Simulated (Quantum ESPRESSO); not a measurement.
Crystal: CdSe (Cadmoselite).

```
Cd Se
1.0
     4.30000    0.00000    0.00000
    -2.15000    3.72391    0.00000
     0.00000    0.00000    7.02000
Cd Se
2 2
Direct
  0.66667 0.33333 0.50000
  0.33333 0.66667 0.00000
  0.66667 0.33333 0.88500
  0.33333 0.66667 0.38500
```

* Program: Quantum ESPRESSO 7.5
* Task: phonons
* Functional: LDA
* Potentials or basis: GBRV 1.5 LDA
* Cutoff: 612 eV
* Density cutoff: 4898 eV
* k mesh: 6 × 6 × 4, shifted
* Occupations: fermi-dirac, width 0.05 eV
* Spin: no spin polarisation
* Form of the LDA correlation: PZ81
* Mixing beta: 0.5
* Most SCF iterations: 120
* SCF threshold: 8e-10 Ry

The cell and the atoms were relaxed first, to 27.23 Å³/atom (a = 4.254 Å, b = 4.254 Å, c = 6.949 Å, α = 90.00°, β = 90.00°, γ = 120.00°), and the response was taken there.

```
CELL_PARAMETERS angstrom
4.25445 0.00000 0.00000
-2.12722 3.68446 0.00000
0.00000 0.00000 6.94852
ATOMIC_POSITIONS crystal
Cd 0.66667 0.33333 0.50476
Cd 0.33333 0.66667 0.00476
Se 0.66667 0.33333 0.88024
Se 0.33333 0.66667 0.38024
```

The first run showed a gap, so the response started from a second, tighter run with fixed occupations.

Which optical modes does the crystal have at the zone centre, and which show in infrared and Raman spectra?

The optical modes are 2E2 + 2B1 + A1 + E1. Infrared active: A1 + E1. Raman active: 2E2 + A1 + E1.

Optical modes at Γ, degenerate ones joined, polar ones without the macroscopic field:
| cm⁻¹ | components | symmetry | active in | IR intensity, summed ((D/Å)²/amu) |
| --- | --- | --- | --- | --- |
| 32 | 2 | E2 | Raman | 0.00 |
| 125 | 1 | B1 | silent | 0.00 |
| 174 | 1 | A1 | IR and Raman | 4.72 |
| 177 | 2 | E1 | IR and Raman | 9.85 |
| 181 | 2 | E2 | Raman | 0.00 |
| 192 | 1 | B1 | silent | 0.00 |

Caveat: the shifted mesh misses Γ, where the gap is smaller or closed, so treating the crystal as an insulator may be wrong and the dielectric response too small.
